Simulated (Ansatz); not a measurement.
CsPbI₃:
```yaml
crystal:
  lattice:
    - [6.23832, 0.00000, 0.00000]
    - [0.00000, 6.23832, 0.00000]
    - [0.00000, 0.00000, 6.23832]
  atoms:
    - { symbol: Cs, position: [0.50000, 0.50000, 0.50000] }
    - { symbol: Pb, position: [0.00000, 0.00000, 0.00000] }
    - { symbol: I, position: [0.00000, 0.00000, 0.50000] }
    - { symbol: I, position: [0.50000, 0.00000, 0.00000] }
    - { symbol: I, position: [0.00000, 0.50000, 0.00000] }
```

Relaxed with PBEsol. Special points in fractions of this cell's reciprocal vectors: Γ (0.000, 0.000, 0.000); X (0.000, 0.500, 0.000); M (0.500, 0.500, 0.000); R (0.500, 0.500, 0.500).

Task: List the band energies nearest the valence-band maximum at these points for PBEsol (plane waves, PAW; program Ansatz).

Result: In eV from the valence-band maximum; about four levels below and three above (degenerate sets whole), none deeper than 8.9 eV; points with the same levels are listed once.

```csv
k,below,above
Γ,-1.60 -1.60 -1.60 -1.45 -1.45 -1.45,2.77 3.78 3.78
X,-1.76 -1.57 -1.57 -1.06,2.02 4.33 4.50
M,-1.88 -1.88 -1.64 -1.02 -0.53,1.67 1.67 4.76
R,-1.00 -1.00 -1.00 0.00,1.18 1.18 1.18
```

Space group Pm-3m (cubic perovskite). This is a known high-temperature phase of the composition, computed here at zero pressure and temperature. Symmetry was held in the PBEsol relaxation; of distortions, only those at the zone centre were tested, and some modes there are weakly imaginary. Scalar-relativistic: spin–orbit coupling is off unless named, which matters more the heavier the elements.

Potentials: the later of the program's two PAW sets.
